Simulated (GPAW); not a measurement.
Li:

```
Li
1.0
    -1.75465    1.75465    1.75465
     1.75465   -1.75465    1.75465
     1.75465    1.75465   -1.75465
Li
1
Direct
  0.00000 0.00000 0.00000
```

- Program: GPAW 26.7.0
- Task: relaxation of cell and atoms
- Functional: PBEsol
- Dispersion: D4
- Potentials or basis: PAW data sets generated in the run's folder for this functional
- Cutoff: 800 eV
- Basis: pw
- k mesh: 11 × 11 × 11
- Occupations: fermi-dirac, width 0.05 eV
- Spin: no spin polarisation

At the start: pressure -0.9 GPa; volume 21.61 Å³/atom.

Q: How do energy, volume and symmetry change on relaxing?

A: Over 3 steps the energy falls by 4.1 meV/atom and the volume is 20.09 Å³/atom (-7.0 %); space group Im-3m (No. 229, to 0.05 Å).

The path:
```csv
step,energy change (eV),largest force (eV/Å),pressure (GPa),volume (Å³)
1,0.0000,0.0000,-0.86,21.61
2,-0.0006,0.0000,-0.81,21.50
3,-0.0041,0.0000,0.04,20.09
```

Final structure:
```
CELL_PARAMETERS angstrom
-1.71249 1.71249 1.71249
1.71249 -1.71249 1.71249
1.71249 1.71249 -1.71249
ATOMIC_POSITIONS crystal
Li 0.00000 0.00000 0.00000
```

The cell as given is a measured one (21.61 Å³/atom); PBEsol+D4 puts the equilibrium volume -7.0 % from it, thermal expansion not counted.

Caveat: later steps reuse the first step's grids; pairwise dispersion overbinds metals, which lowers pressure and volume.
